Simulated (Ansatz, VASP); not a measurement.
## Two plane-wave programs on Ti4C

```
Ti C
1.0
     3.25534    0.00000    0.00000
     0.00000    3.25534    0.00000
     0.00000    0.00000   20.17937
Ti C
4 1
Direct
  0.50000 0.50000 0.19822
  0.00000 0.00000 0.27888
  0.50000 0.50000 0.35519
  0.00000 0.00000 0.43011
  0.12500 0.12500 0.51624
```

Alike in both runs: functional PBE; k mesh 8 × 8 × 1; occupations gaussian, width 0.1 eV; no spin polarisation.

Ansatz relaxed the structure, and its values are those at the end. VASP's run is a single point on that final structure, the one shown.

```csv
,VASP,Ansatz
version,VASP 6.6.1,Ansatz 0.2.0
potentials or method,"VASP PAW PBE potentials, release 64 (Ti_sv, C)","scalar-relativistic, plane waves, PAW"
plane-wave cutoff (eV),520,420
valence electrons in the cell,52,52
```

```tsv
	VASP	Ansatz	Ansatz less VASP
gap on the k mesh at the Fermi level (eV)	none	none	-
rms of the force components (eV/Å)	0.612	0.611	-0.0012
work function, face that differs most (eV)	3.26	3.26	-0.001
```

A gap of «none» marks a metal or a gap that the smearing closes. Ansatz warned: «vacuum_below_fermi».
